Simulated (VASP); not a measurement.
Calculation: PBE GGA with D4 dispersion, VASP's PBE PAW potentials (set 64) (plane waves; VASP).

Input for VASP

### POSCAR
```
ZnTe
1.0
  0.0000000000   3.0447238260   3.0447238260
  3.0447238260   0.0000000000   3.0447238260
  3.0447238260   3.0447238260   0.0000000000
Zn Te
1 1
direct
  1.0000000000   1.0000000000   0.0000000000
  0.2500000000   0.2500000000   0.2500000000
```

**INCAR**
```
SYSTEM=ZnTe
PREC=Accurate; ENCUT=520; LREAL=.False.
LASPH=.True.; ICHARG=11
EDIFF=1E-7; NELM=100; ALGO=Normal
LMAXMIX=4
ISMEAR=0; SIGMA=0.05
GGA=PE; IVDW=13
LWAVE=.False.; LCHARG=.False.; LORBIT=11
```

KPOINTS:
```
k-points along high-symmetry lines
15
Line-mode
Reciprocal
  0.000000   0.000000   0.000000 ! GAMMA
 -0.500000  -0.500000   0.000000 ! X

 -0.500000  -0.500000   0.000000 ! X
 -0.375000  -0.375000   0.250000 ! U

 -0.375000  -0.000000   0.375000 ! K
  0.000000   0.000000   0.000000 ! GAMMA

  0.000000   0.000000   0.000000 ! GAMMA
 -0.000000  -0.000000   0.500000 ! L

 -0.000000  -0.000000   0.500000 ! L
 -0.500000  -0.250000   0.250000 ! W

 -0.500000  -0.250000   0.250000 ! W
 -0.500000  -0.500000   0.000000 ! X
```

POTCAR, in this order: Zn Te (PBE.64 set). Program: vasp_std. Read from the step before: CHGCAR.

What VASP printed:

**OSZICAR**
```
       N       E                     dE             d eps       ncg     rms          rms(c)
DAV:   1     0.799457175424E+02    0.79946E+02   -0.87006E+03  2340   0.145E+03
DAV:   2     0.743219651045E+00   -0.79202E+02   -0.75845E+02  2465   0.265E+02
DAV:   3    -0.396194889119E+01   -0.47052E+01   -0.46319E+01  2955   0.623E+01
DAV:   4    -0.402857743093E+01   -0.66629E-01   -0.66605E-01  2837   0.736E+00
DAV:   5    -0.402978515456E+01   -0.12077E-02   -0.12077E-02  2867   0.824E-01
DAV:   6    -0.402983729944E+01   -0.52145E-04   -0.52145E-04  3366   0.134E-01
DAV:   7    -0.402983782280E+01   -0.52336E-06   -0.52341E-06  2803   0.894E-03
DAV:   8    -0.402983784793E+01   -0.25130E-07   -0.25097E-07  2039   0.131E-03
   1 F= -.47360026E+01 E0= -.47360026E+01  d E =-.204061E-15
```

**OUTCAR**
```
 val. band max:        3.2632091291   @ k =   0.0000   0.0000   0.0000

 cond. band min:       4.5432488121   @ k =   0.0000   0.0000   0.0000



 k-point     1 :       0.0000    0.0000    0.0000
  band No.  band energies     occupation
      1      -8.5601      2.00000
      2      -3.6710      2.00000
      3      -3.6710      2.00000
      4      -3.6710      2.00000
      5      -3.4356      2.00000
      6      -3.4356      2.00000
      7       3.2632      2.00000
      8       3.2632      2.00000
      9       3.2632      2.00000
     10       4.5432      0.00000
     11       7.6506      0.00000
     12       7.6506      0.00000
     13       7.6506      0.00000

 k-point     2 :      -0.0357   -0.0357    0.0000
  band No.  band energies     occupation
      1      -8.5481      2.00000
      2      -3.6709      2.00000
      3      -3.6694      2.00000
      4      -3.6694      2.00000
      5      -3.4362      2.00000
      6      -3.4353      2.00000
      7       3.0587      2.00000
      8       3.2178      2.00000
      9       3.2178      2.00000
     10       4.7486      0.00000
     11       7.5807      0.00000
     12       7.7163      0.00000
     13       7.7163      0.00000

 k-point     3 :      -0.0714   -0.0714    0.0000
  band No.  band energies     occupation
      1      -8.5125      2.00000
      2      -3.6706      2.00000
      3      -3.6647      2.00000
      4      -3.6647      2.00000
      5      -3.4380      2.00000
      6      -3.4345      2.00000
      7       2.6354      2.00000
      8       3.0902      2.00000
      9       3.0902      2.00000
     10       5.1686      0.00000
     11       7.4024      0.00000
     12       7.9049      0.00000
     13       7.9049      0.00000

 k-point     4 :      -0.1071   -0.1071    0.0000
  band No.  band energies     occupation
      1      -8.4540      2.00000
      2      -3.6697      2.00000
      3      -3.6570      2.00000
      4      -3.6570      2.00000
...
```

The density is held fixed in this step, so its total energy and stress have no physical meaning. Unless said otherwise, spin-orbit coupling is left out, though it shifts the bands of the heavy elements here.

The compound is ZnTe in the zinc blende structure. It was relaxed first.
